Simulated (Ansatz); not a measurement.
Here is an Ansatz 0.2.0 calculation.

Contents of input.yaml:

```yaml
crystal:
  lattice:
    - [3.1835163552, 0.0, 0.0]
    - [-1.5917581776, 2.7570060369, 0.0]
    - [0.0, 0.0, 16.95057789]
  atoms:
    - { symbol: W, position: [0.0, 0.0, 0.0] }
    - { symbol: S, position: [0.3333333333, 0.6666666667, 0.09200051] }
    - { symbol: S, position: [0.3333333333, 0.6666666667, 0.90799949] }
hamiltonian:
  xc: pbe
  pseudopotentials: { kind: paw }
kpoints:
  mp_grid: { grid: [10, 10, 2] }
scf:
  occupations: { method: gaussian, width: 0.03 }
output:
  forces: true
  stress: true
  eigenvalues: true
```

Potentials or basis: Ansatz PAW.

Command:

```sh
$ ansatz run input.yaml --threads 2 --pin off --max-ram 5632MiB --backend cpu --events-out ev --progress --plain --runs-dir out
```

Predict the band gap on the k mesh.

1.99 eV, indirect (least direct gap 2.15 eV).

Predict the largest force.

0.259 eV/Å.

Stress tensor (GPa, compression positive):
```
0.44 0.00 0.00
0.00 0.44 0.00
0.00 0.00 0.87
```

Caveat: spin-orbit coupling is left out, which moves the levels of the heavy elements.
